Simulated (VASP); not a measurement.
Set up this calculation in VASP 6.6.1, as the native input.

```
Task                   : single point
Functional             : LDA
Potentials or basis    : VASP PAW LDA potentials, release 64 (Au)
Cutoff                 : 520 eV
k mesh                 : 16 × 16 × 1
Occupations            : gaussian, width 0.1 eV
Spin                   : no spin polarisation
Dipole correction      : yes
Further INCAR settings : ALGO = Fast; EDIFF = 1e-07; NBANDS = 48
```

The structure of Au lies in POSCAR:

```
Au
1.0
    2.8835814537      0.0000000000      0.0000000000
    1.4417907268      2.4972547928      0.0000000000
    0.0000000000      0.0000000000     29.1266063865
Au
7
Direct
    0.0000000000      0.0000000000      0.2624364822
    0.3333333333      0.3333333333      0.3420469663
    0.6666666667      0.6666666667      0.4209538334
    0.0000000000      0.0000000000      0.5000000007
    0.3333333333      0.3333333333      0.5790461681
    0.6666666667      0.6666666667      0.6579530351
    0.0000000000      0.0000000000      0.7375635143
```

The cell was built by a generator and needn't be a form met in nature.

The input as run:

INCAR

```
SYSTEM = Au
ALGO = Fast ; DIPOL = 0.5 0.5 0.500
EDIFF = 1E-7 ; ENCUT = 520
IDIPOL = 3 ; ISIF = 2
ISMEAR = 0 ; LASPH = .TRUE.
LCHARG = .FALSE. ; LDIPOL = .TRUE.
LREAL = .FALSE. ; LWAVE = .FALSE.
NBANDS = 48 ; NELM = 80
PREC = Accurate ; SIGMA = 0.1
```

KPOINTS

```
k-points
0
G
  16 16 1
  0 0 0
```

Potentials or basis: VASP PAW LDA potentials, release 64 (Au).

The run is started by

```bash
$ cat potpaw_LDA.64/Au/POTCAR > POTCAR
$ mpirun -np 1 vasp_std > vasp.out
```

Results of the run:

* Largest force: 0.024 eV/Å
* Band gap on the k mesh: none (metal or under the smearing width)

It took 9.1 min on 1 thread of Intel(R) Xeon(R) Platinum 8488C (Sapphire Rapids), on a shared host, peak memory 0.39 GiB.
